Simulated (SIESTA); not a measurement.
CuO: equation of state with LDA

CuO:

```
Cu O
1.0
     1.99097   -2.15355    0.00000
     1.99097    2.15355    0.00000
     0.00000    0.00000    5.15593
Cu O
2 2
Direct
  0.50000 0.00000 0.00000
  0.00000 0.50000 0.50000
  0.50000 0.50000 0.25000
  0.50000 0.50000 0.75000
```

Measurements of this composition are mostly on another form, of space group No. 15.

- Program: SIESTA 5.4.2
- Task: equation of state
- Functional: LDA
- Potentials or basis: PseudoDojo 0.4 standard (LDA files)
- Basis: DZP (energy shift 0.003 Ry; two zetas on semicore shells)
- Grid cutoff: 800 Ry
- Energy shift: 0.003 Ry
- k mesh: 9 × 9 × 5
- Occupations: fermi-dirac, width 0.05 eV
- Spin: no spin polarisation

```yaml
Equilibrium_volume: "10.37 Å³/atom (rough: see the caveat)"
Bulk_modulus_at_fixed_shape_and_positions: 191 GPa (rough)
```

Energy against volume, from the lowest point:
```csv
volume (Å³/atom),energy (meV/atom)
10.390,0.00
10.611,3.26
10.832,11.50
11.053,24.06
11.274,40.45
11.496,60.20
11.717,83.02
```

All runs of the series together: 5 min on 1 thread of Arm Neoverse V2, on a shared host.

Caveat: the minimum lies outside the volumes run; short orbitals over semicore shells can move pressures by several GPa; the cell was scaled at fixed shape and fractional positions, which overstates the stiffness of a crystal with free parameters, most of all of layers and chains; the basis of atomic orbitals isn't converged, which shifts pressures, moduli and gaps; the run has no spin polarisation, though such a crystal can be magnetic.
